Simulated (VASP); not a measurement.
# Re (Fm-3m) in VASP: further runs, part 2 of 2

VASP 6.6.1. Earlier steps stand in the parts before.

### 3 Single point, r2SCAN

This run uses another cell than the first one, of 14.75 Å³/atom, 1.003 times its volume.

The input, POSCAR:

```
Re
1.0
    0.0000000000      1.9466707489      1.9466707489
    1.9466707489      0.0000000000      1.9466707489
    1.9466707489      1.9466707489      0.0000000000
Re
1
Direct
    0.0000000000      0.0000000000      0.0000000000
```

The input, INCAR.step1:

```
  ALGO = Normal
  EDIFF = 1E-4
  ENCUT = 520
  GGA = PE
  ISMEAR = -5
  LASPH = T
  LCHARG = F
  LMAXMIX = 4
  LREAL = F
  LWAVE = T
  NELM = 60
  PREC = Accurate
  SIGMA = 0.05
```

The input, INCAR.step2:

```
  ALGO = Normal
  EDIFF = 1E-6
  ENCUT = 520
  ISIF = 2
  ISMEAR = 0
  ISTART = 1
  LASPH = T
  LCHARG = F
  LMAXMIX = 4
  LMIXTAU = T
  LORBIT = 11
  LREAL = F
  LWAVE = F
  METAGGA = R2SCAN
  NELM = 60
  PREC = Accurate
  SIGMA = 0.05
```

The input, KPOINTS:

```
k-points
0
Gamma
  18 18 18
```

Potentials or basis: VASP PAW PBE potentials, release 64 (Re).

The run is started by

```console
$ cat potpaw_PBE.64/Re/POTCAR > POTCAR
$ cp INCAR.step1 INCAR
$ mpirun -np 1 vasp_std > vasp.out
$ cp INCAR.step2 INCAR
$ mpirun -np 1 vasp_std > vasp.out
```

OUTCAR:

```text
EDIFF = 1E-6
   ENCUT = 520
   ISIF = 2
   ISMEAR = 0
   ISTART = 1
   LASPH = T
   LORBIT = 11
   LREAL = F
   METAGGA = R2SCAN
   NELM = 60
   PREC = Accurate

 ion  position               nearest neighbor table
   1  0.000  0.000  0.000-

  LATTYP: Found a face centered cubic cell.
 ALAT       =     3.8933414978

  Lattice vectors:

 A1 = (   0.0000000000,   1.9466707489,   1.9466707489)
 A2 = (   1.9466707489,   0.0000000000,   1.9466707489)
 A3 = (   1.9466707489,   1.9466707489,   0.0000000000)

Analysis of symmetry for initial positions (statically):
[... 417 lines left out ...]
      7      22.9444      0.00000

 [... further k-points ...]
[... 5 lines left out ...]
  --------------------------------------------------------------------------------------
  -------------------------------------------------------------------------------------
  Total       -0.0047241     -0.0047241     -0.0047241      0.0000000     -0.0000000      0.0000000
  in kB       -0.5130107     -0.5130107     -0.5130107      0.0000000     -0.0000000      0.0000000
  external PRESSURE =      -0.5130107 kB  Pullay stress =       0.0000000 kB

 VOLUME and BASIS-vectors are now :
 -----------------------------------------------------------------------------
  energy-cutoff  :      520.00
  volume of cell :       14.75
      direct lattice vectors                 reciprocal lattice vectors
     0.000000000  1.946670749  1.946670749    -0.256848776  0.256848776  0.256848776
     1.946670749  0.000000000  1.946670749     0.256848776 -0.256848776  0.256848776
     1.946670749  1.946670749  0.000000000     0.256848776  0.256848776 -0.256848776

 POSITION                                       TOTAL-FORCE (eV/Angst)
 -----------------------------------------------------------------------------------
      0.00000      0.00000      0.00000         0.000000      0.000000      0.000000
 -----------------------------------------------------------------------------------
    total drift:                                0.000000      0.000000     -0.000000

  FREE ENERGIE OF THE ION-ELECTRON SYSTEM (eV)
  ---------------------------------------------------
  free  energy   TOTEN  =       -52.3907136755 eV

  energy  without entropy=      -52.3896061768  energy(sigma->0) =      -52.39015993

 total charge

# of ion       s       p       d       tot
------------------------------------------
    1        0.614   0.690   4.810   6.114
```

OUTCAR.step1:

```text
EDIFF = 1E-4
   ENCUT = 520
   GGA = PE
   ISMEAR = -5
   LASPH = T
   LREAL = F
[... 457 lines left out ...]

 POSITION                                       TOTAL-FORCE (eV/Angst)
 -----------------------------------------------------------------------------------
      0.00000      0.00000      0.00000         0.000000      0.000000     -0.000000
 -----------------------------------------------------------------------------------
    total drift:                                0.000000      0.000000     -0.000000

  FREE ENERGIE OF THE ION-ELECTRON SYSTEM (eV)
  ---------------------------------------------------
  free  energy   TOTEN  =       -12.3583215739 eV

  energy  without entropy=      -12.3583215739  energy(sigma->0) =      -12.35832157
```

OSZICAR.step1:

```text
N       E                     dE             d eps       ncg     rms          rms(c)
DAV:   1     0.122542340273E+01    0.12254E+01   -0.35129E+03  4487   0.110E+03
DAV:   2    -0.125333587471E+02   -0.13759E+02   -0.13333E+02  2898   0.103E+02
DAV:   3    -0.130562481853E+02   -0.52289E+00   -0.52126E+00  5005   0.250E+01
DAV:   4    -0.130568553482E+02   -0.60716E-03   -0.60749E-03  2975   0.911E-01
DAV:   5    -0.130568634406E+02   -0.80924E-05   -0.80697E-05  5096   0.197E-01    0.301E+01
DAV:   6    -0.126403069258E+02    0.41656E+00   -0.13108E+00  4767   0.245E+01    0.124E+01
DAV:   7    -0.123647218532E+02    0.27559E+00   -0.71094E+00  4725   0.218E+01    0.805E-01
DAV:   8    -0.123586667774E+02    0.60551E-02   -0.29866E-03  3850   0.614E-01    0.138E-01
DAV:   9    -0.123583070180E+02    0.35976E-03   -0.40223E-04  3766   0.282E-01    0.206E-02
DAV:  10    -0.123583215739E+02   -0.14556E-04   -0.13154E-05  1470   0.389E-02
   1 F= -.12358322E+02 E0= -.12358322E+02  d E =0.000000E+00
```

Wall time 28 s (1 thread of Intel Xeon 6975P-C (Granite Rapids), shared host); peak memory 0.14 GiB.

What came out:

```yaml
Free_energy: -52.3907 eV
Pressure: -0.1 GPa
Band_gap_on_the_k_mesh: none (metal or under the smearing width)
Valence_electrons_inside_the_program's_atomic_spheres: Re 6.11
```

Caveat: the PAW data sets were made with another functional, which shifts forces and pressure a little. Spin-orbit coupling is left out, which matters for the levels of Re.

### 4 Single point, r2SCAN

This run uses another cell than the first one, of 14.98 Å³/atom, 1.019 times its volume.

The input, POSCAR:

```
Re
1.0
    0.0000000000      1.9565051121      1.9565051121
    1.9565051121      0.0000000000      1.9565051121
    1.9565051121      1.9565051121      0.0000000000
Re
1
Direct
    0.0000000000      0.0000000000      0.0000000000
```

The input, INCAR.step1:

```
  PREC = Accurate
  ENCUT = 520
  ISMEAR = 0
  SIGMA = 0.05
  LREAL = False
  LASPH = True
  NELM = 80
  NBANDS = 10
  GGA = PE
  ALGO = Normal
  EDIFF = 1E-4
  LWAVE = True
  LCHARG = False
```

The input, INCAR.step2:

```
  PREC = Accurate
  ENCUT = 520
  EDIFF = 1E-7
  ISMEAR = 0
  SIGMA = 0.05
  LREAL = False
  LASPH = True
  NELM = 80
  ALGO = Normal
  ISIF = 2
  LWAVE = False
  LCHARG = False
  METAGGA = R2SCAN
  LMIXTAU = True
  NBANDS = 10
  ISTART = 1
```

The input, KPOINTS:

```
Automatic mesh
0
Gamma
  18 18 18
```

The run is started by

```console
$ cat potpaw_PBE.64/Re/POTCAR > POTCAR
$ cp INCAR.step1 INCAR
$ mpirun -np 1 vasp_std > vasp.out
$ cp INCAR.step2 INCAR
$ mpirun -np 1 vasp_std > vasp.out
```

It took 56 s on 1 thread of Intel Xeon 6975P-C (Granite Rapids), shared host; peak memory 0.16 GiB.

The run converged. Its results:

* Free energy: -52.3868 eV
* Pressure: -5.8 GPa
* Band gap on the k mesh: none (metal or under the smearing width)

Levels at points of the mesh, in eV from the Fermi level:
```
           k point  band 1  band 2  band 3  band 4  band 5  band 6  band 7  band 8  band 9
(0.00, 0.00, 0.00)  -10.51   -1.97   -1.97   -1.97    1.35    1.35   14.51   20.51   20.51
(0.50, 0.00, 0.00)   -7.08   -2.12   -2.12    0.08    3.86    3.86   10.22   14.00   20.93
(0.50, 0.50, 0.00)   -6.95   -6.13    2.76    3.86    4.56    4.56   12.76   12.76   13.46
```

Caveat: the PAW data sets were made with another functional, which shifts forces and pressure a little. Spin-orbit coupling is left out, which matters for the levels of Re.

### 5 Summary

| level | cell | k mesh | gap on the mesh (eV) | pressure (GPa) |
| --- | --- | --- | --- | --- |
| PBE | Fm-3m, 14.7 Å³/atom | 8 × 8 × 8 | none | 6.6 |
| r2SCAN | Fm-3m, 14.75 Å³/atom | 18 × 18 × 18 | none | -0.1 |
| r2SCAN | Fm-3m, 14.98 Å³/atom | 18 × 18 × 18 | none | -5.8 |

Alike in all rows: task single point; potentials or basis VASP PAW PBE potentials, release 64 (Re); no spin polarisation; cutoff (eV) 520; smearing gaussian 0.05 eV.

Every run on the cell as given and a fine mesh finds a metal. The pressure there spans -5.8 GPa (r2SCAN) to 6.6 GPa (PBE); a positive pressure means that this level wants a larger cell, a negative one a smaller.

Caveats: the PAW data sets were made with another functional, which shifts forces and pressure a little (some runs).

Total energies depend on the potentials used, so only differences within one code and one set of settings carry meaning.
